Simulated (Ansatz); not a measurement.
**FeS2: ⁵⁷Fe Mössbauer parameters**

Cell: a COD entry (the entry's cell lengths or inner coordinates differ somewhat from later room-temperature determinations), atoms as given.

Space group Pnnm (No. 58); a = 4.4400, b = 5.3900, c = 3.3700 Å.

| site | Wyckoff | site symmetry | x | y | z |
| --- | --- | --- | --- | --- | --- |
| Fe | 2a | ..2/m | 0.0000 | 0.0000 | 0.0000 |
| S | 4g | ..m | 0.2030 | 0.3750 | 0.0000 |

One atom of each set is listed.

Method: Kohn–Sham DFT in Ansatz, PBE, plane waves and PAW, scalar-relativistic, collinear spin, 420 eV cutoff, Γ-centred 10×8×13 k-points, Fermi–Dirac smearing 0.05 eV. Start moments as typed (μB): 3 on each Fe, none on the rest.

Isomer shifts (against α-Fe) follow from the electron density at the nucleus, δ = α(ρ − ρ₀), with α = -0.366 mm s⁻¹ a₀³ and ρ₀ = 14904.00 a₀⁻³ from a line fitted to 10 measured compounds at this level of theory (rms miss 0.11 mm/s). ΔE_Q = ½eQV_zz(1 + η²/3)^½ with Q = 0.160 b for the 14.4 keV state.

Question: Where do the absorption lines lie?

Answer: Fe (2 atoms a cell): δ = 0.23, |ΔE_Q| = 0.53 mm/s, a doublet at -0.03 and 0.49 mm/s.

With these PAW files V_zz is typically within 2 to 3 % of all-electron values, but misses above 10 % occur on Fe. The start moments die out, and the run ends without spin.
